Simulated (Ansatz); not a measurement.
Input and output of a field-response calculation (clamped ions) on BaO (started from an entry of an open crystallographic database) (Ansatz 0.2.0, r2SCAN). Cell and atoms come from a relaxation with r2SCAN.

```yaml
crystal:
  lattice:
    - [0.0, 2.7719428467, 2.7719428467]
    - [2.7719428467, 0.0, 2.7719428467]
    - [2.7719428467, 2.7719428467, 0.0]
  atoms:
    - { symbol: Ba, position: [0.0, 0.0, 0.0] }
    - { symbol: O, position: [0.5, 0.5, 0.5] }
kpoints:
  mp_grid: { grid: [6, 6, 6] }
hamiltonian:
  xc: r2scan
scf:
  occupations: { method: fixed }
dielectric: {}
```

In the abridged output below, numbers in square brackets stand for lines, or ends of lines, that were taken out.
```
Functional definition: r2SCAN
Crystal: 2 atoms, lattice volume = 42.597 Å³
Basis set: ecut = 500 eV, 1067 PW (Γ)
Bands: 12, of which v1, the nominal top of the filled ones, is band 8 counted from 1 (7 counted from 0)
Symmetry: 48 space group operations
[1]
preconditioner: auto → none  [insulator: Δε(μ)=2.606 eV  ℏωp=21.3 eV]
Free energy (F): -6535.961928 eV
Fermi energy:    8.315212 eV
  ε∞ (high-frequency dielectric tensor):
        3.880670     0.000000     0.000000
        0.000000     3.880670     0.000000
        0.000000     0.000000     3.880670
  Born effective charges Z* (e; rows j = field, columns β = displacement):
    site 0:
[2]
    site 1:
[3]
  ε∞ is read to err by 1.0e-2, Z* by 1.1e-2 e
```

Question: Give the withheld lines. They hold the Born charges, the count of irreducible k points.

Answer:
```
[1]
k-points: 30 of 216 (irreducible under 8 space group operations, time reversal used)
[2]
         2.71053    0.00000    0.00000
         0.00000    2.71053    0.00000
         0.00000    0.00000    2.71053
[3]
        -2.71053    0.00000    0.00000
         0.00000   -2.71053    0.00000
         0.00000    0.00000   -2.71053
```

The clamped-ion dielectric constant comes out as 3.88 in all directions. Born charges, averaged over directions: Ba +2.71, O -2.71 e.

Run as `ansatz run input.yaml --threads 2 --pin off --max-ram 2211MiB --backend cpu --events-out ev --progress --plain --runs-dir out`. Wall time 20 s on 2 threads of Arm Neoverse V2, on a shared host, load about 0.1 per core; peak host memory 0.67 GiB.

The values are computed, spin-unpolarised, and not measurements.
